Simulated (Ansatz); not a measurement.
# Nb wire along [100], 45 atoms a period: bands along the axis

Wanted: the relaxed geometry and the bands of the Nb wire along [100], 45 atoms a period.

Program: Ansatz 0.2.0. Level of theory: DFT PBE, plane waves, PAW; relaxation of a wire's period; PAW set soft_1, in the first sound run; inputs show where later runs differ. Results are calculated unless marked as measured.

### 1. Starting point

The cell holds 45 atoms: 45 Nb. Its edges and angles: a = 23.350 Å, b = 23.350 Å, c = 3.310 Å, α = 90.0°, β = 90.0°, γ = 90.0°. Vacuum lies along a and b. The structure's axis is c.

### 2. Relaxing the period

Band widths follow the bond lengths, so the wire is relaxed first. The atoms and the third cell vector are free; the box across stays fixed as vacuum. A Fermi-Dirac smearing is set since the result may be a metal. The pressure printed is a third of the stress's trace over the whole box, vacuum included; only the stress along the axis is relaxed.

Contents of input.yaml:

```yaml
crystal:
  lattice:
    - [23.35, 0.0, 0.0]
    - [0.0, 23.35, 0.0]
    - [0.0, 0.0, 3.31]
  atoms:
    - { symbol: Nb, position: [0.216488223, 0.358244111, 0.0] }
    - { symbol: Nb, position: [0.216488223, 0.5, 0.0] }
    - { symbol: Nb, position: [0.216488223, 0.641755889, 0.0] }
    - { symbol: Nb, position: [0.358244111, 0.216488223, 0.0] }
    - { symbol: Nb, position: [0.358244111, 0.358244111, 0.0] }
    - { symbol: Nb, position: [0.358244111, 0.5, 0.0] }
    - { symbol: Nb, position: [0.358244111, 0.641755889, 0.0] }
    - { symbol: Nb, position: [0.358244111, 0.783511777, 0.0] }
    - { symbol: Nb, position: [0.5, 0.216488223, 0.0] }
    - { symbol: Nb, position: [0.5, 0.358244111, 0.0] }
    - { symbol: Nb, position: [0.5, 0.5, 0.0] }
    - { symbol: Nb, position: [0.5, 0.641755889, 0.0] }
    - { symbol: Nb, position: [0.5, 0.783511777, 0.0] }
    - { symbol: Nb, position: [0.641755889, 0.216488223, 0.0] }
    - { symbol: Nb, position: [0.641755889, 0.358244111, 0.0] }
    - { symbol: Nb, position: [0.641755889, 0.5, 0.0] }
    - { symbol: Nb, position: [0.641755889, 0.641755889, 0.0] }
    - { symbol: Nb, position: [0.641755889, 0.783511777, 0.0] }
    - { symbol: Nb, position: [0.783511777, 0.358244111, 0.0] }
    - { symbol: Nb, position: [0.783511777, 0.5, 0.0] }
    - { symbol: Nb, position: [0.783511777, 0.641755889, 0.0] }
    - { symbol: Nb, position: [0.145610278, 0.429122056, 0.5] }
    - { symbol: Nb, position: [0.145610278, 0.570877944, 0.5] }
    - { symbol: Nb, position: [0.287366167, 0.287366167, 0.5] }
    - { symbol: Nb, position: [0.287366167, 0.429122056, 0.5] }
    - { symbol: Nb, position: [0.287366167, 0.570877944, 0.5] }
    - { symbol: Nb, position: [0.287366167, 0.712633833, 0.5] }
    - { symbol: Nb, position: [0.429122056, 0.145610278, 0.5] }
    - { symbol: Nb, position: [0.429122056, 0.287366167, 0.5] }
    - { symbol: Nb, position: [0.429122056, 0.429122056, 0.5] }
    - { symbol: Nb, position: [0.429122056, 0.570877944, 0.5] }
    - { symbol: Nb, position: [0.429122056, 0.712633833, 0.5] }
    - { symbol: Nb, position: [0.429122056, 0.854389722, 0.5] }
    - { symbol: Nb, position: [0.570877944, 0.145610278, 0.5] }
    - { symbol: Nb, position: [0.570877944, 0.287366167, 0.5] }
    - { symbol: Nb, position: [0.570877944, 0.429122056, 0.5] }
    - { symbol: Nb, position: [0.570877944, 0.570877944, 0.5] }
    - { symbol: Nb, position: [0.570877944, 0.712633833, 0.5] }
    - { symbol: Nb, position: [0.570877944, 0.854389722, 0.5] }
    - { symbol: Nb, position: [0.712633833, 0.287366167, 0.5] }
    - { symbol: Nb, position: [0.712633833, 0.429122056, 0.5] }
    - { symbol: Nb, position: [0.712633833, 0.570877944, 0.5] }
    - { symbol: Nb, position: [0.712633833, 0.712633833, 0.5] }
    - { symbol: Nb, position: [0.854389722, 0.429122056, 0.5] }
    - { symbol: Nb, position: [0.854389722, 0.570877944, 0.5] }
kpoints:
  mp_grid: { grid: [1, 1, 25] }
scf:
  occupations: { method: fermi_dirac, width: 0.05 }
hamiltonian:
  xc: pbe
  pseudopotentials: { kind: paw, azcp: { folder: soft_1 } }
relax:
  cell: { fix: [a, b, alpha, beta, gamma] }
  max_steps: 45
  f_tol: 0.03
```

Command:

```bash
$ ansatz run input.yaml --threads 16 --pin off --max-ram 61440MiB --backend cuda --events-out ev --progress --plain --runs-dir out --max-vram 78GiB
```

Numbers of over 12 decimals in the logs are rounded to 6 here.

Output:

```text
Engine: ansatz 0.2.0, aarch64-unknown-linux-gnu
Pseudopotentials: kind: paw
Pseudopotential: Nb, paw, valence charge 13, recommended cutoff 420 eV (normal), soft_1/Nb.paw.azcp
Functional definition: PBE
  parameter kappa = 0.804
  parameter beta = 0.066725
  exchange = pbe_x(kappa = kappa, mu = beta*pi^2/3)
  correlation = pbe_c(beta = beta)
[...]
Crystal: 45 atoms, lattice volume = 1804.686 Å³
Basis set: ecut = 420 eV, 35475 PW (Γ), exchange–correlation on 320×320×48 points (8 copies of the dense FFT grid, shifted against one another)
Bands: 351, of which v1, the nominal top of the filled ones, is band 293 counted from 1 (292 counted from 0)
Symmetry: 16 space group operations
Space group: P4/mmm (ITA 123), of the structure as read, at distance tolerance 1.2e-4 Å
k-points: 13 of 25
Non-local potential: Nb, projectors of the file, l = 0: 3, l = 1: 2, l = 2: 2, l = 3: 1
PAW form: soft (Blöchl's): semilocal exchange-correlation on the pseudo side does not see the compensation charge
PAW one-centre angular grid: Nb, 590 points (default); XC on 64 Gauss nodes
Initial density: superposition of atomic densities (neutral atoms: chi_scale 0, normalization atom)
Initial wavefunctions: pseudopotential atomic-orbital guess
[...]
Functional: x = pbe(κ = 0.804, μ = 0.219515), c = pbe(β = 0.066725)
SCF iter   1: F=—  HF=-204880.525643 eV  |F-HF|=—  |Δ(HF+E_count)|=         —  Δρ=6.61e-2  dr2=1.10e3  ethr=3.10e-3  ⟨swp⟩=11.4  Hψ=22879  notcnv=0  defer=47
preconditioner: auto → LDOS  [metal: Δε(μ)=0.007 eV  Ē_g=3.771 eV  σ=0.050 eV  W_gap=0.03  n_scr=358 (ndim 8)  ℏωp=13.1 eV  f_vac=0.441  D(μ)=40.64/eV (n_scr^D=218)  β→1.0]
SCF iter   2: F=—  HF=-204887.570135 eV  |F-HF|=—  |Δ(HF+E_count)|=    7.04e0  Δρ=9.01e-2  dr2=3.15e3  ethr=3.10e-3  ⟨swp⟩=9.2  Hψ=21916  notcnv=2  defer=301  recentre
[...]
SCF iter  13: F=-204826.476823 eV  HF=-204826.476823 eV  |F-HF|=5.68e-9  |Δ(HF+E_count)|=   4.10e-8  Δρ=5.82e-7  dr2=9.78e-9  ethr=1.71e-11  ⟨swp⟩=5.0  Hψ=13335  notcnv=0
SCF 1 converged in 13 iterations: F = -204826.476823 eV  dr2 = 9.78e-9
  greatest PAW one-centre occupation: 0.998 electrons in one spin orbital (limit 2), on the Nb atom at site 19 (counted from 0), in its partial waves of l = 0
relax step   1: F+E_penalty+E_count = -204826.47682339 eV  Δ(F+E_penalty+E_count) = +0.000e0 eV  max|allowed force component| = 1.550e0 eV/Å  Δτ_max = 0.0000 Å  P = -3.687 GPa  Ω = 1804.686 Å³  fix = [a, b, alpha, beta, gamma]  reactions: a -3.574, b -3.574 GPa  (13 SCF iters, dr2 threshold 1.00e-7 eV, accepted)
[...]
Crystal: 45 atoms, lattice volume = 1736.589 Å³
Basis set: ecut = 420 eV, 34083 PW (Γ), exchange–correlation on 320×320×48 points (8 copies of the dense FFT grid, shifted against one another)
[...]
iter 1 solved again at ethr=1.72e-3 eV; its pass at ethr=3.10e-3 eV (dr2=1.01e1 eV) is discarded
SCF iter   1: F=—  HF=-204828.825723 eV  |F-HF|=—  |Δ(HF+E_count)|=         —  Δρ=1.29e-2  dr2=1.02e1  ethr=1.72e-3  ⟨swp⟩=3.8  Hψ=25791  notcnv=0  defer=1
preconditioner: auto → LDOS  [metal: Δε(μ)=0.006 eV  Ē_g=3.186 eV  σ=0.050 eV  W_gap=0.03  n_scr=334 (ndim 8)  ℏωp=13.4 eV  f_vac=0.462  D(μ)=65.54/eV (n_scr^D=550)  β→1.0]
SCF iter   2: F=—  HF=-204828.114648 eV  |F-HF|=—  |Δ(HF+E_count)|=   7.11e-1  Δρ=5.34e-3  dr2=1.31e0  ethr=1.72e-3  ⟨swp⟩=4.3  Hψ=7041  notcnv=0  defer=53
[...]
SCF iter   8: F=-204827.996896 eV  HF=-204827.996896 eV  |F-HF|=1.64e-7  |Δ(HF+E_count)|=   4.87e-6  Δρ=6.12e-6  dr2=1.07e-6  ethr=7.69e-10  ⟨swp⟩=5.0  Hψ=14944  notcnv=0
SCF 2 converged in 8 iterations: F = -204827.996896 eV  dr2 = 1.07e-6
  greatest PAW one-centre occupation: 0.998 electrons in one spin orbital (limit 2), on the Nb atom at site 40 (counted from 0), in its partial waves of l = 0
relax step   2: F+E_penalty+E_count = -204827.99689607 eV  Δ(F+E_penalty+E_count) = -1.520e0 eV  max|allowed force component| = 7.801e-1 eV/Å  Δτ_max = 0.1948 Å  P = +1.255 GPa  Ω = 1736.589 Å³  energy of the carried Pulay correction = +4.094e-3 eV  fix = [a, b, alpha, beta, gamma]  reactions: a +0.664, b +0.664 GPa  (8 SCF iters, dr2 threshold 4.50e-6 eV, accepted)
[...]
Crystal: 45 atoms, lattice volume = 1789.680 Å³
[...]
SCF 3 converged in 8 iterations: F = -204828.465450 eV  dr2 = 1.37e-6
[...]
SCF 4 converged in 7 iterations: F = -204828.511022 eV  dr2 = 1.55e-6
[...]
SCF 5 converged in 6 iterations: F = -204828.536061 eV  dr2 = 1.72e-6
[...]
SCF 6 converged in 8 iterations: F = -204828.550164 eV  dr2 = 7.71e-8
[...]
SCF 7 converged in 6 iterations: F = -204828.549098 eV  dr2 = 1.16e-10
[...]
SCF converged after 6 iterations
[...]
--- Relaxed structure (6 steps of the walk, 6 accepted, 1 SCFs on fresh bases) ---
  F+E_penalty+E_count = -204828.54909798 eV   max|allowed force component| = 2.931e-2 eV/Å   (the final SCF, on the basis selected at the relaxed cell)
  cell:  # Å, volume = 1787.3287 Å³
    - [23.35, 0, 0]
    - [0, 23.35, 0]
    - [0, 0, 3.278164]
  atoms:
    - { symbol: Nb, position: [0.218437, 0.359253, 0] }
    - { symbol: Nb, position: [0.220574, 0.5, 0] }
    - { symbol: Nb, position: [0.218437, 0.640747, 0] }
    - { symbol: Nb, position: [0.359253, 0.218437, 0] }
    - { symbol: Nb, position: [0.358787, 0.358787, 0] }
    - { symbol: Nb, position: [0.360787, 0.5, 0] }
    - { symbol: Nb, position: [0.358787, 0.641213, 0] }
    - { symbol: Nb, position: [0.359253, 0.781563, 0] }
    - { symbol: Nb, position: [0.5, 0.220574, 0] }
    - { symbol: Nb, position: [0.5, 0.360787, 0] }
    - { symbol: Nb, position: [0.5, 0.5, 0] }
    - { symbol: Nb, position: [0.5, 0.639213, 0] }
    - { symbol: Nb, position: [0.5, 0.779426, 0] }
    - { symbol: Nb, position: [0.640747, 0.218437, 0] }
    - { symbol: Nb, position: [0.641213, 0.358787, 0] }
    - { symbol: Nb, position: [0.639213, 0.5, 0] }
    - { symbol: Nb, position: [0.641213, 0.641213, 0] }
    - { symbol: Nb, position: [0.640747, 0.781563, 0] }
    - { symbol: Nb, position: [0.781563, 0.359253, 0] }
    - { symbol: Nb, position: [0.779426, 0.5, 0] }
    - { symbol: Nb, position: [0.781563, 0.640747, 0] }
    - { symbol: Nb, position: [0.158402, 0.428459, 0.5] }
    - { symbol: Nb, position: [0.158402, 0.571541, 0.5] }
    - { symbol: Nb, position: [0.290057, 0.290057, 0.5] }
    - { symbol: Nb, position: [0.289331, 0.429015, 0.5] }
    - { symbol: Nb, position: [0.289331, 0.570985, 0.5] }
    - { symbol: Nb, position: [0.290057, 0.709943, 0.5] }
    - { symbol: Nb, position: [0.428459, 0.158402, 0.5] }
    - { symbol: Nb, position: [0.429015, 0.289331, 0.5] }
    - { symbol: Nb, position: [0.429575, 0.429575, 0.5] }
    - { symbol: Nb, position: [0.429575, 0.570425, 0.5] }
    - { symbol: Nb, position: [0.429015, 0.710669, 0.5] }
    - { symbol: Nb, position: [0.428459, 0.841598, 0.5] }
    - { symbol: Nb, position: [0.571541, 0.158402, 0.5] }
    - { symbol: Nb, position: [0.570985, 0.289331, 0.5] }
    - { symbol: Nb, position: [0.570425, 0.429575, 0.5] }
    - { symbol: Nb, position: [0.570425, 0.570425, 0.5] }
    - { symbol: Nb, position: [0.570985, 0.710669, 0.5] }
    - { symbol: Nb, position: [0.571541, 0.841598, 0.5] }
    - { symbol: Nb, position: [0.709943, 0.290057, 0.5] }
    - { symbol: Nb, position: [0.710669, 0.429015, 0.5] }
    - { symbol: Nb, position: [0.710669, 0.570985, 0.5] }
    - { symbol: Nb, position: [0.709943, 0.709943, 0.5] }
    - { symbol: Nb, position: [0.841598, 0.428459, 0.5] }
    - { symbol: Nb, position: [0.841598, 0.571541, 0.5] }
```

Wall time 23 s (1 × NVIDIA GB200 with 16 threads of Arm Neoverse V2, shared host); peak memory 1.6 GiB; 2.7 min of CPU time.

The steps of the relaxation:

```
step  energy less that of the first step (eV)  largest force component (eV/Å)  pressure (GPa)  volume (Å³)
   1                                   0.0000                          1.5499           -3.69      1804.69
   2                                  -1.5201                          0.7801            1.25      1736.59
   3                                  -1.9886                          0.1928           -0.11      1789.68
   4                                  -2.0342                          0.2014           -0.23      1787.36
   5                                  -2.0592                          0.0893            0.01      1787.64
   6                                  -2.0733                          0.0293            0.01      1787.33
   7                                  -2.0723                          0.0293            0.01      1787.33
```

The log counts 1 steps on a newly chosen plane-wave basis, not all of them marked here; energy and pressure can jump at such steps.

The run keeps the 16 symmetry operations that it works with, so distortions that break them were not tested.

```
cell as run  before  after  change
      c (Å)   3.310  3.278  -1.0 %
```

The atoms that moved most (Å, along periodic axes as changes of fractional coordinates times the final cell, across vacuum about the mean position):

```
atom      dx      dy     dz  length
Nb45  -0.299   0.015  0.000   0.299
Nb39   0.015  -0.299  0.000   0.299
Nb33  -0.015  -0.299  0.000   0.299
Nb44  -0.299  -0.015  0.000   0.299
Nb23   0.299   0.015  0.000   0.299
Nb34   0.015   0.299  0.000   0.299
Nb28  -0.015   0.299  0.000   0.299
Nb22   0.299  -0.015  0.000   0.299
```

Numbers from this step:

```
energy at zero smearing    : -204828.2924 eV
cell length along the wire : 3.278 Å
```

The cell's length comes to 3.278 Å with spin left out.

### 3. Bands of the perfect wire

This step: DFT PBE, plane waves, PAW; bands of a perfect wire; PAW set soft_1 (Ansatz 0.2.0).

At the relaxed period the bands are computed along the axis; those that cross an energy going forward count the channels that a perfect wire would open there.

Contents of input.yaml:

```yaml
crystal:
  lattice:
    - [23.35, 0.0, 0.0]
    - [0.0, 23.35, 0.0]
    - [0.0, 0.0, 3.2781639587]
  atoms:
    - { symbol: Nb, position: [0.218437434, 0.359253473, 0.0] }
    - { symbol: Nb, position: [0.22057398, 0.5, 0.0] }
    - { symbol: Nb, position: [0.218437434, 0.640746527, 0.0] }
    - { symbol: Nb, position: [0.359253473, 0.218437434, 0.0] }
    - { symbol: Nb, position: [0.358786715, 0.358786715, 0.0] }
    - { symbol: Nb, position: [0.360786944, 0.5, 0.0] }
    - { symbol: Nb, position: [0.358786715, 0.641213285, 0.0] }
    - { symbol: Nb, position: [0.359253473, 0.781562566, 0.0] }
    - { symbol: Nb, position: [0.5, 0.22057398, 0.0] }
    - { symbol: Nb, position: [0.5, 0.360786944, 0.0] }
    - { symbol: Nb, position: [0.5, 0.5, 0.0] }
    - { symbol: Nb, position: [0.5, 0.639213056, 0.0] }
    - { symbol: Nb, position: [0.5, 0.77942602, 0.0] }
    - { symbol: Nb, position: [0.640746527, 0.218437434, 0.0] }
    - { symbol: Nb, position: [0.641213285, 0.358786715, 0.0] }
    - { symbol: Nb, position: [0.639213056, 0.5, 0.0] }
    - { symbol: Nb, position: [0.641213285, 0.641213285, 0.0] }
    - { symbol: Nb, position: [0.640746527, 0.781562566, 0.0] }
    - { symbol: Nb, position: [0.781562566, 0.359253473, 0.0] }
    - { symbol: Nb, position: [0.77942602, 0.5, 0.0] }
    - { symbol: Nb, position: [0.781562566, 0.640746527, 0.0] }
    - { symbol: Nb, position: [0.158402403, 0.428459381, 0.5] }
    - { symbol: Nb, position: [0.158402403, 0.571540619, 0.5] }
    - { symbol: Nb, position: [0.29005652, 0.29005652, 0.5] }
    - { symbol: Nb, position: [0.289330839, 0.429014897, 0.5] }
    - { symbol: Nb, position: [0.289330839, 0.570985103, 0.5] }
    - { symbol: Nb, position: [0.29005652, 0.70994348, 0.5] }
    - { symbol: Nb, position: [0.428459381, 0.158402403, 0.5] }
    - { symbol: Nb, position: [0.429014897, 0.289330839, 0.5] }
    - { symbol: Nb, position: [0.429574751, 0.429574751, 0.5] }
    - { symbol: Nb, position: [0.429574751, 0.570425249, 0.5] }
    - { symbol: Nb, position: [0.429014897, 0.710669161, 0.5] }
    - { symbol: Nb, position: [0.428459381, 0.841597597, 0.5] }
    - { symbol: Nb, position: [0.571540619, 0.158402403, 0.5] }
    - { symbol: Nb, position: [0.570985103, 0.289330839, 0.5] }
    - { symbol: Nb, position: [0.570425249, 0.429574751, 0.5] }
    - { symbol: Nb, position: [0.570425249, 0.570425249, 0.5] }
    - { symbol: Nb, position: [0.570985103, 0.710669161, 0.5] }
    - { symbol: Nb, position: [0.571540619, 0.841597597, 0.5] }
    - { symbol: Nb, position: [0.70994348, 0.29005652, 0.5] }
    - { symbol: Nb, position: [0.710669161, 0.429014897, 0.5] }
    - { symbol: Nb, position: [0.710669161, 0.570985103, 0.5] }
    - { symbol: Nb, position: [0.70994348, 0.70994348, 0.5] }
    - { symbol: Nb, position: [0.841597597, 0.428459381, 0.5] }
    - { symbol: Nb, position: [0.841597597, 0.571540619, 0.5] }
kpoints:
  mp_grid: { grid: [1, 1, 25] }
  band_path: { path: ["Γ", Z], npoints: 90 }
scf:
  occupations: { method: fermi_dirac, width: 0.05 }
hamiltonian:
  xc: pbe
  pseudopotentials: { kind: paw, azcp: { folder: soft_1 } }
output:
  dos: { e_range: [-5, 4] }
  write_potential: true
  write_density: true
  volumetric_format: npy
```

Output:

```text
[...]
Crystal: 45 atoms, lattice volume = 1787.329 Å³
Basis set: ecut = 420 eV, 35091 PW (Γ)
Bands: 351, of which v1, the nominal top of the filled ones, is band 293 counted from 1 (292 counted from 0)
[... 1 set-up line as in the run before ...]
[...]
k-points: 13 of 25
[...]
SCF iter   1: F=—  HF=-204877.606779 eV  |F-HF|=—  |Δ(HF+E_count)|=         —  Δρ=6.23e-2  dr2=8.42e2  ethr=3.10e-3  ⟨swp⟩=10.9  Hψ=22363  notcnv=0  defer=120
[...]
SCF iter   6: F=—  HF=-204828.551695 eV  |F-HF|=—  |Δ(HF+E_count)|=   3.84e-3  Δρ=8.28e-4  dr2=7.41e-2  ethr=1.04e-4  ⟨swp⟩=2.0  Hψ=6170  notcnv=0  defer=262
[...]
SCF iter  10: F=—  HF=-204828.549218 eV  |F-HF|=—  |Δ(HF+E_count)|=   2.62e-3  Δρ=9.02e-6  dr2=2.07e-6  ethr=4.30e-9  ⟨swp⟩=2.6  Hψ=7023  notcnv=0  defer=262
[...]
SCF iter  12: F=-204828.549220 eV  HF=-204828.549220 eV  |F-HF|=2.00e-8  |Δ(HF+E_count)|=   1.63e-7  Δρ=1.00e-6  dr2=3.55e-8  ethr=1.71e-11  ⟨swp⟩=22.0  Hψ=19053  notcnv=0
SCF 1 converged in 12 iterations: F = -204828.549220 eV  dr2 = 3.55e-8
[...]
NSCF: frozen V_eff on 91 k-points
[...]
SCF converged after 12 iterations
[...]
```

It took 27 s on 1 × NVIDIA GB200 with 16 threads; peak memory 4 GiB; 4.6 min of CPU time.

Numbers from this step:

```yaml
energy_at_zero_smearing: -204828.2926 eV
band_gap_on_the_path_through_both_edges: 0 eV
```

Electronic bands along the path, in eV, zero at the Fermi level; # counts the bands kept:

```
  point    #46    #47    #48    #49    #50    #51    #52    #53
      Γ   0.16   0.16   0.19   0.19   0.21   0.26   0.28   0.28
halfway  -0.35  -0.34  -0.32  -0.32  -0.28  -0.24  -0.21  -0.21
      Z   0.02   0.04   0.04   0.08   0.14   0.21   0.21   0.21
```

Between Γ and Z the bands cross the Fermi level 40 times, so a perfect wire would conduct at least 40 G₀, with spin left out.

### 4. Outcome

```
cell length, PBE                                            : 3.278 Å
ballistic conductance by band crossings, a lower bound, PBE : 40 G₀
```

In words: Under PBE the cell's length is 3.28 Å, and the bands cross the Fermi level 40 times between Γ and Z, which gives a perfect wire at least 40 G₀ (opposite crossings within one step of the path cancel in such a count). No spin was allowed, though thin wires with open d shells can turn magnetic.

[Logs are printed without paths, hosts, clocks, repeated set-up lines and the standing remarks that a program may print on its own settings, such as how far it seeks lower states.]

[Hosts, paths, dates, database ids (printed as entryN), source tags and the programs' standing remarks are cut or masked in the printed files.]
